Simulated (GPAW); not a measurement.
# YN: single point with PBE

YN:

```
Y N
1.0
     0.00000    2.43850    2.43850
     2.43850    0.00000    2.43850
     2.43850    2.43850    0.00000
Y N
1 1
Direct
  0.00000 0.00000 0.00000
  0.50000 0.50000 0.50000
```

```
Program             : GPAW 26.7.0
Task                : single point
Functional          : PBE
Potentials or basis : GPAW PAW data sets (gpaw-data 1.2.1)
Cutoff              : 800 eV
Basis               : pw
k mesh              : 9 × 9 × 9
Occupations         : gaussian, width 0.02 eV
Spin                : no spin polarisation
```

```
Pressure               : 1.7 GPa
Band gap on the k mesh : 0.26 eV, indirect (least direct gap 0.66 eV)
```

Levels at points of the mesh, in eV from the valence-band top:
```
           k point  band 4  band 5  band 6  band 7  band 8  band 9  band 10  band 11  band 12  band 13
(0.00, 0.00, 0.00)  -20.44  -12.89    0.00    0.00    0.00    3.17     3.17     3.17     4.25     5.16
```

It took 22 s on 1 thread of Arm Neoverse V1 (shared host), peak memory 0.17 GiB.

Caveat: an odd mesh through Γ misses points on the zone boundary, where band edges often lie. A hybrid or GW would open this gap; PBE tends to underestimate it.
